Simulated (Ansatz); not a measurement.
**InSe: stress in a strained cell**

Aim: deform InSe (zz strain of +1 %) and compute stress, forces and field gradients with LAPW, PAW and all-electron datasets made for the crystal.

A COD entry behind a cell of this session may itself be a prediction, so a difference from it is no test against experiment.

Program: Ansatz 0.2.0. Level of theory: DFT PBE, scalar-relativistic. These are calculated values, not measurements.

## Step 1: The starting structure

Symmetry: R3m, No. 160, trigonal system. The conventional cell has a = 4.000 Å, b = 4.000 Å, c = 24.950 Å, α = 90.00°, β = 90.00°, γ = 120.00°. In (site symmetry 3m) is surrounded by 3 Se at 2.64 Å and 1 In at 2.80 Å. Around Se (site symmetry 3m) lie 3 In at 2.64 Å.

Structure file:

```xyz
4
Lattice="2.0000 1.1547 8.3167 -2.0000 1.1547 8.3167 0.0000 -2.3094 8.3167" Properties=species:S:1:pos:R:3 pbc="T T T"
In    0.0000    0.0000    0.0000
In    0.0000    0.0000    2.7994
Se    0.0000    0.0000   15.3567
Se    0.0000    0.0000   20.7085
```

Atoms are numbered in the order of the input: In1, In2, Se3, Se4.

## Step 2: After the deformation

Space group R3m before, R3m after.

## Step 3: Full-potential LAPW

input.yaml

```yaml
crystal:
  lattice:
    - [1.9999996503, 1.1547003365, 8.3998367]
    - [-1.9999996503, 1.1547003365, 8.3998367]
    - [0.0, -2.309400673, 8.3998367]
  atoms:
    - { symbol: In, position: [0.0, 0.0, 0.0] }
    - { symbol: In, position: [0.1122, 0.1122, 0.1122] }
    - { symbol: Se, position: [0.6155, 0.6155, 0.6155] }
    - { symbol: Se, position: [0.83, 0.83, 0.83] }
kpoints:
  mp_grid: { grid: [7, 7, 7] }
  band_path:
    path:
      - [0.0, 0.0, 0.0]
      - [-0.5, -0.5, -0.5]
      - [-0.5, -0.1792647837, -0.8207352163]
      - [-0.1792647837, 0.1792647837, -0.5]
      - [0.0, 0.0, -0.5]
      - [0.0, 0.0, 0.0]
      - [0.0, 0.3396323919, -0.3396323919]
      - [-0.3396323919, 0.0, -0.6603676081]
      - [-0.5, 0.0, -0.5]
    npoints: 5
scf:
  occupations: { method: fermi_dirac, width: 0.01 }
hamiltonian:
  xc: pbe
  pseudopotentials: { kind: all_electron, lapw: { basis_error: 0.001 } }
output:
  forces: true
  stress: true
  eigenvalues: true
```

Started as:

```sh
$ ansatz run input.yaml --threads 1 --pin off --max-ram 4096MiB --backend cpu --events-out ev --progress --plain --runs-dir out
```

## Step 4: PAW on the default files

input.yaml

```yaml
crystal:
  lattice:
    - [1.9999996503, 1.1547003365, 8.3998367]
    - [-1.9999996503, 1.1547003365, 8.3998367]
    - [0.0, -2.309400673, 8.3998367]
  atoms:
    - { symbol: In, position: [0.0, 0.0, 0.0] }
    - { symbol: In, position: [0.1122, 0.1122, 0.1122] }
    - { symbol: Se, position: [0.6155, 0.6155, 0.6155] }
    - { symbol: Se, position: [0.83, 0.83, 0.83] }
kpoints:
  mp_grid: { grid: [7, 7, 7] }
scf:
  occupations: { method: fermi_dirac, width: 0.01 }
hamiltonian:
  xc: pbe
  pseudopotentials: { kind: paw }
output:
  forces: true
  stress: true
  eigenvalues: true
  efg: { contact_densities: true }
  write_density: true
  write_potential: true
  elf: true
  volumetric_format: npy
```

## Step 5: All-electron PAW on datasets made for the crystal

input.yaml: that of step 4 with these lines changed.

```diff
@@ -16,3 +16,3 @@
   xc: pbe
-  pseudopotentials: { kind: paw }
+  pseudopotentials: { kind: all_electron, datasets: crystal }
 output:
@@ -22,5 +22 @@
   efg: { contact_densities: true }
-  write_density: true
-  write_potential: true
-  elf: true
-  volumetric_format: npy
```

(Steps that only read results are left out.)

Q: Predict the outcome of this session. Wanted: pressure; largest shear or deviatoric stress.

The runs gave:

| quantity | value |
| --- | --- |
| pressure | LAPW 2.37, PAW 2.36, crystal datasets 2.37 GPa |
| largest shear or deviatoric stress (LAPW) | 0.87 GPa |

**Reading.** The largest part of the stress beyond the pressure is 0.87 GPa in size, in the zz component; the atoms are carried along and not relaxed. No run of the undeformed cell stands beside it, so the pressure holds what the given cell had before the change. PAW: stress within 0.01 GPa of LAPW, forces within 1 meV/Å. Crystal datasets: stress within 0.01 GPa of LAPW, forces within 1 meV/Å.
